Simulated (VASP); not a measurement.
SnTe in VASP 6.6.1, single-point calculation

INCAR

```
NBANDS = 17
LASPH = .TRUE.
SIGMA = 0.02
NSW = 0
LWAVE = .FALSE.
GGA = PE
PREC = Accurate
ISIF = 2
LCHARG = .FALSE.
EDIFF = 1E-7
IBRION = -1
LREAL = Auto
NELM = 120
ISMEAR = -1
ENCUT = 520
```

KPOINTS

```
KPOINTS created by Atomic Simulation Environment
0
Gamma
6 6 6
0 0 0
```

POSCAR

```
Sn Te
 1.0000000000000000
     0.0940795803750001    3.5839840136749999    3.5839840136743435
     3.5839840136749999    0.0940795803750001    3.5839840136743435
     3.6780635940000002    3.6780635940000002   -0.0000000000513124
 Sn  Te
   1   1
Cartesian
  0.0000000000002641  0.0000000000002641  0.0378667469218555
  1.8390317970122361  1.8390317970122361  1.7541252599024879
```

The recommended PBE PAW datasets give the neutral cell 20 valence electrons.

Command

```
mpirun -np 1 vasp_std
```

Task: How does this run end, and what does it give?

Result: It converged. Results: gap between bands v and c on the k mesh 0.23 eV; least direct gap on the k mesh 0.77 eV; pressure 0.5 GPa; largest force 0.02 eV/Å. Band v is the last that the valence electrons fill when counted band by band, and c is the next.

OSZICAR

```
N       E                     dE             d eps       ncg     rms          rms(c)
DAV:   1     0.124231766241E+03    0.12423E+03   -0.92823E+03  1565   0.119E+03
DAV:   2     0.495898675747E+01   -0.11927E+03   -0.11626E+03  1688   0.293E+02
DAV:   3    -0.682948903429E+01   -0.11788E+02   -0.11721E+02  1958   0.895E+01
DAV:   4    -0.719411391958E+01   -0.36462E+00   -0.36445E+00  1818   0.168E+01
DAV:   5    -0.721021675967E+01   -0.16103E-01   -0.16102E-01  2262   0.331E+00    0.460E+00
DAV:   6    -0.707138581359E+01    0.13883E+00   -0.35298E-01  2024   0.275E+00    0.299E+00
DAV:   7    -0.706835563105E+01    0.30302E-02   -0.84619E-02  1697   0.110E+00    0.107E+00
DAV:   8    -0.706977581766E+01   -0.14202E-02   -0.10130E-02  1779   0.688E-01    0.242E-01
DAV:   9    -0.707046408168E+01   -0.68826E-03   -0.21691E-03  1654   0.300E-01    0.670E-02
DAV:  10    -0.707061847067E+01   -0.15439E-03   -0.35498E-04  1778   0.100E-01    0.416E-02
DAV:  11    -0.707076645096E+01   -0.14798E-03   -0.25674E-04  1594   0.698E-02    0.403E-02
DAV:  12    -0.707076750849E+01   -0.10575E-05   -0.69982E-06  1880   0.172E-02    0.196E-02
DAV:  13    -0.707076872256E+01   -0.12141E-05   -0.36447E-06  1603   0.833E-03    0.498E-03
DAV:  14    -0.707076884040E+01   -0.11784E-06   -0.46752E-07  1897   0.624E-03    0.328E-03
DAV:  15    -0.707076904110E+01   -0.20070E-06   -0.54937E-08  1271   0.110E-03    0.228E-03
DAV:  16    -0.707076911620E+01   -0.75103E-07   -0.18927E-08  1328   0.825E-04
   1 F= -.70707691E+01 E0= -.70707531E+01  d E =-.320911E-04
```

For comparison, a separate PBE run of the intended cell, on usual settings and not on those above, gives a gap of 0.23 eV on its mesh and a pressure of 0.5 GPa.
